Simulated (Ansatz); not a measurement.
**Y: how much relativity matters**

What happens to Y at a fixed cell under these changes: no relativity; spin-orbit coupling on?

Program: Ansatz 0.2.0. Level of theory: DFT, at the level named in each step. These are calculated values, not measurements.

1 further run of the same task is left out (it didn't finish). Runs told in other sessions of the task aren't counted.

## (1) Starting point

Symmetry: Fm-3m, No. 225, cubic system. Conventional cell: a = 4.970 Å, b = 4.970 Å, c = 4.970 Å, α = 90.00°, β = 90.00°, γ = 90.00°. Around Y (site symmetry m-3m) lie 12 Y at 3.51 Å.

Structure file:

```
CELL_PARAMETERS angstrom
0.00000 2.48500 2.48500
2.48500 0.00000 2.48500
2.48500 2.48500 0.00000
ATOMIC_POSITIONS crystal
Y 0.00000 0.00000 0.00000
```

The geometry is a database entry used as it stands. It may stem from high pressure or temperature, or be incomplete, so it serves as a test cell.

## (2) No relativity, LAPW

Contents of input.yaml:

```yaml
crystal:
  lattice:
    - [0.0, 2.485, 2.485]
    - [2.485, 0.0, 2.485]
    - [2.485, 2.485, 0.0]
  atoms:
    - { symbol: "Y", position: [0.0, 0.0, 0.0] }
kpoints:
  mp_grid: { grid: [13, 13, 13] }
  band_path:
    path:
      - [0.0, 0.0, 0.0]
      - [0.5, 0.0, 0.5]
      - [0.625, 0.25, 0.625]
      - [0.375, 0.375, 0.75]
      - [0.0, 0.0, 0.0]
      - [0.5, 0.5, 0.5]
      - [0.5, 0.25, 0.75]
      - [0.5, 0.0, 0.5]
    npoints: 5
scf:
  occupations: { method: fermi_dirac, width: 0.05 }
hamiltonian:
  xc: pbe
  pseudopotentials:
    kind: all_electron
    lapw: { basis_error: 0.001 }
    relativity: none
output:
  forces: true
  stress: true
  eigenvalues: true
```

Command:

```sh
$ ansatz run input.yaml --threads 1 --pin off --max-ram 2048MiB --backend cpu --events-out ev --progress --plain --runs-dir out
```

## (3) Spin-orbit coupling on, LAPW

input.yaml, as its differences from that of step 2:

```diff
@@ -24,6 +24,3 @@
   xc: pbe
-  pseudopotentials:
-    kind: all_electron
-    lapw: { basis_error: 0.001 }
-    relativity: none
+  pseudopotentials: { kind: all_electron, lapw: { basis_error: 0.001 } }
 output:
@@ -32 +29,4 @@
   eigenvalues: true
+magnetization:
+  noncollinear: true
+  spin_orbit: true
```

## (4) Spin-orbit coupling on, PAW

input.yaml, as its differences from that of step 3:

```diff
@@ -24,3 +24,3 @@
   xc: pbe
-  pseudopotentials: { kind: all_electron, lapw: { basis_error: 0.001 } }
+  pseudopotentials: { kind: paw_fr }
 output:
@@ -29,2 +29,3 @@
   eigenvalues: true
+  efg: { contact_densities: true }
 magnetization:
```

(Steps that only read results are left out.)

**Question.** What will these runs give? Wanted: pressure, no relativity, LAPW; pressure, spin-orbit coupling on, LAPW.

The runs gave:

```
                              quantity     value
         pressure, no relativity, LAPW  2.21 GPa
pressure, spin-orbit coupling on, LAPW  2.40 GPa
```

**Reading.** Going from no relativity to the run with spin-orbit coupling (scalar and spin-orbit effects together) moves the pressure by +0.18 GPa; the heaviest element has Z = 39. With spin-orbit coupling: in pressure, PAW differs from LAPW by less than 0.01 GPa.
